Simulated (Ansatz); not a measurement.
# InSb: the cost of one run

Method: DFT PBEsol, scalar-relativistic, plane waves, PAW, in Ansatz 0.2.0.

### 1 The starting structure

Symmetry: Pmmn, No. 59, orthorhombic system. The conventional cell has a = 5.375 Å, b = 5.731 Å, c = 3.073 Å, α = 90.00°, β = 90.00°, γ = 90.00°. In (site symmetry mm2) is surrounded by 4 Sb at 2.73 to 2.91 Å and 2 In at 3.07 Å. Sb (site symmetry mm2) has 4 In at 2.73 to 2.91 Å and 2 Sb at 3.07 Å as nearest neighbours.

As a file:

```
CELL_PARAMETERS angstrom
5.37480 0.00000 0.00000
0.00000 5.73098 0.00000
0.00000 0.00000 3.07318
ATOMIC_POSITIONS crystal
In 0.00000 0.00000 0.00000
In 0.50000 0.50000 0.00000
Sb 0.50000 0.00000 0.83500
Sb 0.00000 0.50000 0.16500
```

### 2 Full relaxation

The input, input.yaml:

```yaml
crystal:
  lattice:
    - [5.3747974729, 0.0, 0.0]
    - [0.0, 5.7309768836, 0.0]
    - [0.0, 0.0, 3.0731761545]
  atoms:
    - { symbol: In, position: [0.0, 0.0, 0.0] }
    - { symbol: In, position: [0.5, 0.5, 0.0] }
    - { symbol: Sb, position: [0.5, 0.0, 0.835] }
    - { symbol: Sb, position: [0.0, 0.5, 0.165] }
basis:
  ecutwfc: 420
  ecutrho_ratio: 4
kpoints:
  mp_grid: { grid: [6, 6, 10] }
hamiltonian:
  xc: pbesol
scf:
  occupations: { method: gaussian, width: 0.05 }
output:
  forces: true
  stress: true
  eigenvalues: true
relax:
  f_tol: 0.01
  max_steps: 60
  cell: { stress_tol: 0.04 }
```

Started as:

```console
ansatz run input.yaml --threads 4 --pin off --max-ram 4096MiB --backend cpu --events-out ev --progress --plain --runs-dir out
```

**Question.** How long does this run take on 4 threads of Arm Neoverse V2, shared host, and how much memory does it need?

About 51 s, with a peak of 0.6 GiB.
